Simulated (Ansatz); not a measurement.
Runs of Ansatz 0.2.0 on W. The structure is cubic, space group Fm-3m (No. 225). Conventional cell: a = 4.060 Å, b = 4.060 Å, c = 4.060 Å, α = 90.00°, β = 90.00°, γ = 90.00°. W (site symmetry m-3m) has 12 W at 2.87 Å as nearest neighbours. This isn't the form of W at room conditions, which is bcc.

```tsv
task	level	potentials or basis	cutoff (eV)	smearing	basis error allowed	pressure (GPa)
band structure	PBEsol	all-electron LAPW, scalar-relativistic	253	fermi-dirac 0.05 eV	0.001 eV/atom	-12.6
band structure	PBEsol	all-electron PAW datasets made for the crystal	300	fermi-dirac 0.05 eV	-	-12.6
band structure	LDA	all-electron LAPW, scalar-relativistic	253	fermi-dirac 0.05 eV	0.001 eV/atom	-17.6
single point	PBEsol	all-electron LAPW, scalar-relativistic	253	gaussian 0.02 eV	0.001 eV/atom	-12.7
band structure	PBEsol	all-electron LAPW, non-relativistic	249	fermi-dirac 0.05 eV	0.001 eV/atom	0.5
band structure	PBEsol	all-electron LAPW, inner shells corrected to Dirac's equation	253	fermi-dirac 0.05 eV	0.001 eV/atom	(a)
```

Alike in all rows: no spin polarisation; cell as given; k mesh 11 × 11 × 11.

Fill in the values left out.

(a) -12.5.

Caveats: relativity is left out, which matters for the heavier elements (some runs).

Not every run made on this cell is shown here.
